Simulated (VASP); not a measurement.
## Si: relaxation of cell and atoms with PBEsol

Crystal: Si.

```
CELL_PARAMETERS angstrom
0.00000 2.71356 2.71356
2.71356 0.00000 2.71356
2.71356 2.71356 0.00000
ATOMIC_POSITIONS crystal
Si 0.00000 0.00000 0.00000
Si 0.25000 0.25000 0.25000
```

The cell was built by a generator and needn't be a form met in nature.

```yaml
Program: VASP 6.6.1
Task: relaxation of cell and atoms
Functional: PBEsol
Potentials_or_basis: VASP PAW PBE potentials, release 64 (Si)
Cutoff: 600 eV
k_mesh: 12 × 12 × 12
Occupations: gaussian, width 0.02 eV
Spin: no spin polarisation
Dipole_correction: no
Further_INCAR_settings: ALGO = Fast; EDIFF = 1e-06; IBRION = 2; EDIFFG = -0.005; NSW = 100; ISIF = 3
```

- Relaxed volume: 20.08 Å³/atom
- Relaxed cell: a = 3.844 Å, b = 3.844 Å, c = 3.844 Å, α = 60.00°, β = 60.00°, γ = 60.00°
- Space group after relaxing (to 0.05 Å): Fd-3m (No. 227)
- Energy gained by relaxing: 0.1 meV/atom
- Ionic steps: 3
- Pressure after relaxing: 0.0 GPa
- Band gap on the k mesh: 0.46 eV, indirect (least direct gap 2.52 eV)

Step by step:
```
step  energy change (eV)  largest force (eV/Å)  pressure (GPa)  volume (Å³)
   1              0.0000                0.0000            0.46        39.96
   2             -0.0001                0.0000           -0.33        40.30
   3             -0.0003                0.0000            0.00        40.15
```

Final structure:
```
CELL_PARAMETERS angstrom
0.00000 2.71781 2.71781
2.71781 0.00000 2.71781
2.71781 2.71781 0.00000
ATOMIC_POSITIONS crystal
Si 0.00000 0.00000 0.00000
Si 0.25000 0.25000 0.25000
```

Levels at points of the mesh, in eV from the valence-band top:
```
           k point  band 2  band 3  band 4  band 5  band 6  band 7
(0.00, 0.00, 0.00)    0.00    0.00    0.00    2.52    2.52    2.52
(0.50, 0.00, 0.00)   -7.00   -1.20   -1.20    1.46    3.27    3.27
(0.50, 0.50, 0.00)   -7.82   -2.87   -2.87    0.59    0.59   10.04
```

It took 20 s on 1 thread of Intel(R) Xeon(R) 6975P-C (Granite Rapids), with other jobs on the host, peak memory 0.18 GiB.

Caveat: the PAW data sets were made with another functional, which shifts forces and pressure a little. As with any semilocal functional, this PBEsol gap is likely too small.
